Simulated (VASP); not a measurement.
Set up this calculation in VASP 6.6.1, as the native input.

```
Task                   : relaxation of cell and atoms
Functional             : PBE
Dispersion             : D3(BJ)
Potentials or basis    : VASP PAW PBE potentials, release 64 (Ba_sv, Zr_sv, O)
Cutoff                 : 600 eV
k mesh                 : 6 × 6 × 6
Occupations            : gaussian, width 0.02 eV
Spin                   : no spin polarisation
Further INCAR settings : ALGO = Normal; EDIFF = 1e-06; IBRION = 2; EDIFFG = -0.005; NSW = 60; ISIF = 3
```

The structure of BaZrO3 lies in POSCAR:

```
BaZrO3
1.0
    4.2000000000      0.0000000000      0.0000000000
    0.0000000000      4.2000000000      0.0000000000
    0.0000000000      0.0000000000      4.2000000000
Ba Zr O
1 1 3
Direct
    0.0000000000      0.0000000000      0.0000000000
    0.5000000000      0.5000000000      0.5000000000
    0.5000000000      0.5000000000      0.0000000000
    0.0000000000      0.5000000000      0.5000000000
    0.5000000000      0.0000000000      0.5000000000
```

The cell was built by a generator and needn't be a form met in nature.

One way to write it, as run:

INCAR

```
SYSTEM = BaZrO3
ALGO = Normal
EDIFF = 1E-6
EDIFFG = -0.005
ENCUT = 600
GGA = PE
IBRION = 2
ISIF = 3
ISMEAR = 0
IVDW = 12
KPAR = 2
LASPH = .TRUE.
LCHARG = .FALSE.
LREAL = .FALSE.
LWAVE = .FALSE.
NELM = 120
NSW = 60
PREC = Accurate
SIGMA = 0.02
```

KPOINTS

```
k-points
0
G
  6 6 6
  0 0 0
```

Potentials or basis: VASP PAW PBE potentials, release 64 (Ba_sv, Zr_sv, O).

Launch:

```bash
$ cat potpaw_PBE.64/Ba_sv/POTCAR potpaw_PBE.64/Zr_sv/POTCAR potpaw_PBE.64/O/POTCAR > POTCAR
$ mpirun -np 2 vasp_std > vasp.out
```

It gave:

* Relaxed volume: 14.93 Å³/atom
* Relaxed cell: a = 4.211 Å, b = 4.211 Å, c = 4.211 Å, α = 90.00°, β = 90.00°, γ = 90.00°
* Space group after relaxing (to 0.05 Å): Pm-3m (No. 221)
* Energy gained by relaxing: 0.4 meV/atom
* Ionic steps: 3
* Pressure after relaxing: 0.0 GPa
* Band gap on the k mesh: 3.16 eV, indirect (least direct gap 3.40 eV)
* Dispersion energy per atom: -0.242 eV

Caveat: spin-orbit coupling is left out, which moves the levels of the heavy elements.

Run time: 51 s on 2 MPI ranks on Intel(R) Xeon(R) Platinum 8259CL CPU @ 2.50GHz (Skylake/Cascade Lake) (shared host), peak memory 0.25 GiB a rank.
